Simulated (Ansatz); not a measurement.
A 2-atom cell of NaF from a published structure, relaxed with r2SCAN in Ansatz. The symmetry is Fm-3m (No. 225, cubic); conventional cell a = 4.594 Å, 12.12 Å³ an atom. Na has 6 F at 2.30 Å; F has 6 Na at 2.30 Å.

The axes x, y and z are those of this cell:
```xyz
2
Lattice="0.0000 2.2972 2.2972 2.2972 0.0000 2.2972 2.2972 2.2972 0.0000" Properties=species:S:1:pos:R:3 pbc="T T T"
Na    0.0000    0.0000    0.0000
F     2.2972    2.2972    2.2972
```

Unstrained: PBE gives a direct gap of 6.456 eV at Γ. The r2SCAN gap is direct at Γ: 7.281 eV. The HSE06 gap is direct at Γ: 8.635 eV. Meshes: PBE 10×10×10, r2SCAN 10×10×10, HSE06 6×6×6. Strains are changes of length per length. After each strain the atoms were relaxed again with r2SCAN within the symmetry that the strain leaves, so tilts or polar shifts that break it weren't tested; points keep the names that they have in the unstrained zone. Computed at 0 K without zero-point motion; spin polarisation is off.

Q: Estimate what uniaxial -5.6 % along x, other directions held does to the gap.

A: PBE: the gap goes from 6.456 to 6.774 eV (+0.318 eV); with r2SCAN the top three valence levels at Γ, degenerate before, become 1+2 from the top over 14 meV. r2SCAN: the gap goes from 7.281 to 7.605 eV (+0.324 eV). HSE06: the gap goes from 8.635 to 8.988 eV (+0.353 eV). The r2SCAN energy rises by 18.2 meV an atom.

Q: Apply biaxial +2.78 % in x and y, z held. How far does the gap move, against the unstrained cell?

A: PBE: the gap goes from 6.456 to 6.158 eV (-0.298 eV). r2SCAN: the gap goes from 7.281 to 6.972 eV (-0.309 eV). HSE06: the gap goes from 8.635 to 8.304 eV (-0.331 eV). The r2SCAN energy rises by 7.4 meV an atom.

The meshes of the hybrids are coarse, so their gaps aren't converged to the digits shown.

The splittings at Γ are without spin-orbit coupling, which regroups them where it is of like size or larger.
